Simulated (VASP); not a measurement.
Hf, 1 atom in the cell. The cell holds a sheet with vacuum, 1 atom: a = 2.934 Å, b = 2.934 Å, c = 23.800 Å, α = 90.00°, β = 90.00°, γ = 120.00°. The cell was built by a generator and needn't be a form met in nature.

- Program: VASP 6.6.1
- Task: single point
- Functional: PBE
- Potentials or basis: VASP PAW PBE potentials, release 64 (Hf_pv)
- Cutoff: 520 eV
- k mesh: 10 × 10 × 1
- Occupations: fermi-dirac, width 0.05 eV
- Spin: no spin polarisation
- Dipole correction: yes
- Further INCAR settings: ALGO = Normal; EDIFF = 1e-07; NBANDS = 11

Potentials or basis: VASP PAW PBE potentials, release 64 (Hf_pv).

Launch:

```sh
$ cat potpaw_PBE.64/Hf_pv/POTCAR > POTCAR
$ mpirun -np 1 vasp_std > vasp.out
```

Hardware: 1 thread of Intel(R) Xeon(R) Platinum 8488C (Sapphire Rapids) (shared host).

Q: Estimate the wall time of this run.

A: It took 62 s on 1 thread of Intel(R) Xeon(R) Platinum 8488C (Sapphire Rapids), on a shared host, peak memory 0.29 GiB. Counts: scf iterations 23, k points 14.
